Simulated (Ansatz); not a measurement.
In doubt: masses and optical values from hybrid runs of this build are listed as unsure, which bears on the screening that GW takes from such a start.

Rows from a G0W0 calculation on TiO2 (P3_121) (Ansatz 0.2.0; G0W0 on HSE06, plane waves, PAW; 6×6×2 mesh, 317 empty bands, screening to 96 eV), in eV. Spin-orbit coupling is left out.

| row | k | band | start | Σx | Σc at the solution | Vxc |
| --- | --- | --- | --- | --- | --- | --- |
| A | (0.000, 0.000, -0.500) | v1 | 1.162 | -25.249 | 4.144 | -21.150 |
| B | (0.000, -0.500, 0.000) | c1 | 6.928 | -12.844 | -5.656 | -19.692 |
| C | (0.000, 0.000, -0.500) | c2 | 7.146 | -13.361 | -5.623 | -20.218 |
| D | (0.000, 0.000, -0.500) | c1 | 6.641 | -12.715 | -5.809 | -19.698 |
| E | (0.000, -0.500, 0.000) | c2 | 6.928 | -12.920 | -5.706 | -19.814 |
| F | (0.000, -0.500, 0.000) | v1 | 1.222 | -25.556 | 4.136 | -21.494 |

**Question.** Work out each quasiparticle level and how far it moved.

The quasiparticle equation reads E = start + Σx + Σc(E) − Vxc.

| row | E (eV) | shift (eV) |
| --- | --- | --- |
| A | 1.207 | +0.045 |
| B | 8.119 | +1.191 |
| C | 8.381 | +1.234 |
| D | 7.814 | +1.173 |
| E | 8.117 | +1.188 |
| F | 1.297 | +0.074 |

The gap over the computed points goes from 5.42 eV to 6.52 eV.

Limits: not at the basis limit; coarse k mesh.

[Runs of the session that timed out or met a known fault of the program may be left out.]

[Cells called generated may have been cut or substituted from an entry of the Crystallography Open Database or the Materials Project.]

[Hosts, paths, dates, database ids (printed as entryN), source tags and the programs' standing remarks are cut or masked in the printed files.]
